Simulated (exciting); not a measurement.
Wanted: the native input for an exciting (release sodium) run.

| Quantity | Value |
| --- | --- |
| Task | single point |
| Functional | LDA |
| Potentials or basis | all-electron LAPW+lo, shipped species files, valence relativity iora* |
| rgkmax | 7.5 |
| k mesh | 13 × 13 × 13 |
| Occupations | gaussian, width 0.136 eV |
| Spin | no spin polarisation |
| outputlevel | low |
| gmaxvr (cutoff of density and potential) | 15 1/bohr |
| lmaxapw (and lmaxmat) | 10 |
| lmaxvr | 8 |
| nempty | 10 |
| Valence relativity | iora* |
| epsengy | 1e-05 Ha |
| epspot | 1e-05 Ha |
| maxscl | 60 |
| Muffin-tin radii | C 1.37 bohr |

The system is C.

```
C
1.0
     0.00000    1.70897    1.70897
     1.70897    0.00000    1.70897
     1.70897    1.70897    0.00000
C
2
Direct
  0.75000 0.75000 0.75000
  0.50000 0.50000 0.50000
```

This isn't the form of C at room conditions, which is graphite.

The cell isn't the ideal one: volume scaled by 0.88.

One way to write it, as run:

input.xml

```xml
<input>
  <title>C</title>
  <structure speciespath="./" tshift="false" cartesian="true">
    <crystal scale="4.5671949054">
      <basevect>0.000000000000 0.707106781183 0.707106781183</basevect>
      <basevect>0.707106781183 0.000000000000 0.707106781183</basevect>
      <basevect>0.707106781183 0.707106781183 0.000000000000</basevect>
    </crystal>
    <species speciesfile="C.xml" rmt="1.37">
      <atom coord="4.844241732889 4.844241732889 4.844241732889"/>
      <atom coord="3.229494488593 3.229494488593 3.229494488593"/>
    </species>
  </structure>
  <groundstate do="fromscratch" ngridk="13 13 13" rgkmax="7.5" gmaxvr="15" lmaxapw="10" lmaxmat="10" lmaxvr="8" xctype="LDA_PW" stype="Gaussian" swidth="0.00499791" nempty="10" ValenceRelativity="iora*" epsengy="1e-05" epspot="1e-05" maxscl="60" tforce="true" outputlevel="low"/>
  <properties>
    <chargedensityplot>
      <plot3d>
        <box grid="13 13 13">
          <origin coord="0 0 0"/>
          <point coord="1 0 0"/>
          <point coord="0 1 0"/>
          <point coord="0 0 1"/>
        </box>
      </plot3d>
    </chargedensityplot>
    <elfplot>
      <plot3d>
        <box grid="13 13 13">
          <origin coord="0 0 0"/>
          <point coord="1 0 0"/>
          <point coord="0 1 0"/>
          <point coord="0 0 1"/>
        </box>
      </plot3d>
    </elfplot>
    <exccplot>
      <plot3d>
        <box grid="13 13 13">
          <origin coord="0 0 0"/>
          <point coord="1 0 0"/>
          <point coord="0 1 0"/>
          <point coord="0 0 1"/>
        </box>
      </plot3d>
    </exccplot>
  </properties>
</input>
```

Potentials or basis: all-electron LAPW+lo, shipped species files, valence relativity iora*.

Run with:

```sh
$ OMP_NUM_THREADS=1 exciting_smp
```

Results of the run:

```yaml
Band_gap_on_the_k_mesh: 4.43 eV, indirect (least direct gap 5.91 eV)
```

Caveat: an odd mesh through Γ misses points on the zone boundary, where band edges often lie.

Wall time 71 s on 1 thread of Arm Neoverse V2, with other jobs on the host, peak memory 0.11 GiB.
